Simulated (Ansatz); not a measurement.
Here is an Ansatz 0.2.0 calculation.

The input input.yaml:

```yaml
crystal:
  lattice:
    - [0.0, 2.03, 2.03]
    - [2.03, 0.0, 2.03]
    - [2.03, 2.03, 0.0]
  atoms:
    - { symbol: Ti, position: [0.0, 0.0, 0.0] }
hamiltonian:
  xc: pbe
  pseudopotentials: { kind: paw }
kpoints:
  mp_grid: { grid: [11, 11, 11] }
scf:
  occupations: { method: fermi_dirac, width: 0.05 }
output:
  forces: true
  stress: true
  eigenvalues: true
```

Potentials or basis: Ansatz PAW.

The run is started by

```console
$ ansatz run input.yaml --threads 1 --pin off --max-ram 2560MiB --backend cpu --events-out ev --progress --plain --runs-dir out
```

Task: What does it give for the band gap on the k mesh?

Result: None (metal or under the smearing width).

Task: Predict the pressure.

Result: 4.2 GPa.
